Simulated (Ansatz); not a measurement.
Runs of Ansatz 0.2.0 on TaN. It takes space group P-6m2 (No. 187, hexagonal). Conventional cell: a = 2.938 Å, b = 2.938 Å, c = 2.883 Å, α = 90.00°, β = 90.00°, γ = 120.00°. Ta (site symmetry -6m2) is surrounded by 6 N at 2.23 Å. N (site symmetry -6m2) has 6 Ta at 2.23 Å as nearest neighbours. 

```tsv
level	cutoff (eV)	gap on the mesh (eV)	pressure (GPa)	relaxed volume (Å³/atom)
RPBE	420	none	0.0	(a)
BLYP	420	none	0.0	11.29
PBEsol	420	none	0.0	(b)
revPBE	420	none	0.0	11.03
r2SCAN	500	none	0.0	10.77
```

Alike in all rows: task relaxation of cell and atoms; potentials or basis Ansatz PAW; no spin polarisation; cell relaxed; k mesh 10 × 10 × 9; smearing fermi-dirac 0.05 eV.

Task: Estimate the missing entries.

Result: (a) 11.07; (b) 10.63.

Caveats: the plane-wave basis is chosen anew once the cell has moved, so the energies of steps on either side of that aren't comparable; the PAW data sets come from PBE, with cores solved anew for the run's functional, which leaves a small shift of forces and pressure.

A k mesh can miss the band edges, and the runs leave out spin-orbit coupling on Ta.

A gap of «none» marks a metal or a gap under the smearing width.

Runs at the PBE level aren't shown here.
